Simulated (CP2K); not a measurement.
Crystal: HfN.

```
CELL_PARAMETERS angstrom
2.82503 0.00000 0.00000
0.00000 2.82503 0.00000
0.00000 0.00000 2.82503
ATOMIC_POSITIONS crystal
Hf 0.50000 0.50000 0.50000
N 0.00000 0.00000 0.00000
```

The cell was built by a generator and needn't be a form met in nature.

| Item | Value |
| --- | --- |
| Program | CP2K 2026.2 |
| Task | single point |
| Functional | PBE |
| Potentials or basis | POTENTIAL_UZH Hf GTH-PBE-q12, N GTH-PBE-q5; TZVP-MOLOPT-PBE-GTH basis |
| Density cutoff | 6123 eV |
| k mesh | 9 × 9 × 9 |
| Occupations | fermi-dirac, width 0.05 eV |
| Spin | no spin polarisation |

On this cell: pressure -3.4 GPa; largest force zero by symmetry; band gap on the k mesh none (metal or under the smearing width).

The same run follows on a disturbed copy (atoms moved at random, drawn with an rms of 0.05 Å):

```
Hf N
1.0
     2.82503    0.00000    0.00000
     0.00000    2.82503    0.00000
     0.00000    0.00000    2.82503
Hf N
1 1
Direct
  0.50541 0.49615 0.49535
  0.98582 0.00805 0.98296
```

What changes?

The energy (extrapolated to zero smearing) moves by +4.2 meV/atom; pressure -2.9 GPa; largest force 0.208 eV/Å; band gap on the k mesh none (metal or under the smearing width).

Forces in eV/Å, atoms in the order of the input:
```
Hf  -0.152  0.097 -0.104
N    0.153 -0.106  0.093
```

Stress tensor (GPa, compression positive):
```
-2.98 -0.40  0.42
-0.40 -2.88 -0.26
 0.42 -0.26 -2.88
```

The forces don't sum to zero, so they hold noise of the program's grid.

Caveats: the basis of atomic orbitals isn't converged, which shifts pressures, moduli and gaps.
